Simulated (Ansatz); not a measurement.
Sn: energy along a strain

Sn, Immm, a = 3.453 Å, b = 3.551 Å, c = 4.677 Å (as given, not relaxed at this level: -3.6 GPa). This isn't the element's structure at ambient conditions. Ansatz: PBEsol, PAW, 420 eV, Γ-centred 20×20×20 mesh on 1 atom, Gaussian smearing 0.15 eV; no spin polarisation. Cell vectors (Å): -1.727 1.776 2.338; 1.727 -1.776 2.338; 1.727 1.776 -2.338. The cell is strained by x per cent times the pattern (0 0 0 0 0 1) in the order xx yy zz yz xz xy (engineering shears), with fractional coordinates held. y is the free energy over the start, V0 = 28.673 Å³/atom. Symmetry makes y even in x. Points with a strain past 8.5 % were computed too (2) and aren't used here.

| x (%) | y (meV/atom) |
| --- | --- |
| -5.00 | 0.16 |
| 0.00 | 0.00 |
| 2.50 | 0.03 |
| 3.75 | 0.08 |
| 6.25 | 0.25 |
| 7.50 | ? |

Task: Fit y = c2 x² + c4 x⁴ to the other rows, get the stiffness along the pattern, and predict the missing energy.

Result: Least squares on the rows shown. y = 0.005593 x² + 2.201×10⁻⁵ x⁴. The clamped-ion stiffness p·C·p = 2 × 0.05593 eV × 160.2 / 28.673 Å³ = 0.6 GPa, which is C66 in these axes (second derivative at the start, which stands under stress). With a term in x⁶ added, the coefficient of x² becomes 0.003860, 31 % less, which shows how far this figure hangs on the form. At x = 7.50 the fit asked for gives 0.38 meV/atom. The run gave 0.35 meV/atom, so the fit is 0.03 meV/atom too high, small in itself but 9 % of the span of the series.

The energy rises at every computed strain, but so slowly that the lattice offers very little resistance to this shear. Metallic tin is held together mainly by delocalised s-p electrons, whose energy depends more on volume than on bond angles. The cell is also close to a slightly distorted fcc lattice seen in body-centred axes, where an xy shear resembles the tetragonal shear of fcc, often a soft mode in sp metals.

The tension probably contributes too: a symmetric shear of this kind slightly reduces the volume, which lowers the energy of a stretched cell and offsets part of the cost of the distortion. The small C66 is therefore not a pure measure of bond stiffness at constant volume. Holding the fractional coordinates costs nothing here, since a one-atom primitive cell has no internal displacement to relax.

The overshoot at the withheld point suggests that the fitted quartic stiffening is too strong, so the data support a soft, positive curvature better than a definite anharmonicity. Mechanical stability under load isn't established by this single shear.
